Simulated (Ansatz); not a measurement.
MgO: relaxation of cell and atoms with HF

Crystal: MgO.

```
CELL_PARAMETERS angstrom
0.00000 2.09700 2.09700
2.09700 0.00000 2.09700
2.09700 2.09700 0.00000
ATOMIC_POSITIONS crystal
Mg 0.00000 0.00000 0.00000
O 0.50000 0.50000 0.50000
```

The cell is a database's computed one.

```yaml
Program: Ansatz 0.2.0
Task: relaxation of cell and atoms
Functional: HF
Potentials_or_basis: Ansatz PAW
Cutoff: "420 eV (not typed: the program's choice for these potentials)"
k_mesh: 6 × 6 × 6
Occupations: fermi-dirac, width 0.05 eV
Spin: no spin polarisation
```

```yaml
Relaxed_volume: 9.15 Å³/atom
Relaxed_cell: a = 2.958 Å, b = 2.958 Å, c = 2.958 Å, α = 60.00°, β = 60.00°, γ = 60.00°
Space_group_after_relaxing_to_0.05_Å: Fm-3m (No. 225)
Energy_gained_by_relaxing: 0.3 meV/atom
Ionic_steps: 4
Pressure_after_relaxing: 0.0 GPa
Band_gap_on_the_k_mesh: 15.90 eV, direct
```

Step by step:
| step | energy change (eV) | largest force (eV/Å) | volume (Å³) |
| --- | --- | --- | --- |
| 1 | 0.0000 | 0.0000 | 18.44 |
| 2 | -0.0005 | 0.0000 | 18.38 |
| 3 | -0.0007 | 0.0000 | 18.31 |
| 4 | -0.0005 | 0.0000 | 18.31 |

Final structure:
```
Mg O
1.0
     0.00000    2.09188    2.09188
     2.09188    0.00000    2.09188
     2.09188    2.09188    0.00000
Mg O
1 1
Direct
  0.00000 0.00000 0.00000
  0.50000 0.50000 0.50000
```

Levels at points of the mesh, in eV from the valence-band top:
```
             k point  band 4  band 5  band 6  band 7  band 8  band 9  band 10
  (0.00, 0.00, 0.00)  -48.81  -23.39    0.00    0.00    0.00   15.90    27.43
 (0.00, 0.00, -0.50)  -48.82  -21.79   -5.72   -0.89   -0.89   19.05    25.59
(0.00, -0.50, -0.50)  -48.84  -21.52   -5.13   -1.78   -1.78   19.89    21.72
```

Wall time 17 s on 2 threads of Arm Neoverse V1, with other jobs on the host, peak memory 0.56 GiB.

Caveat: the k mesh is coarse (spacing up to 0.43 Å⁻¹), so the values aren't converged, least of all with exact exchange; the plane-wave basis is chosen anew once the cell has moved, so the energies of steps on either side of that aren't comparable; the PAW data sets come from PBE, with cores solved anew for the run's functional, which leaves a small shift of forces and pressure.
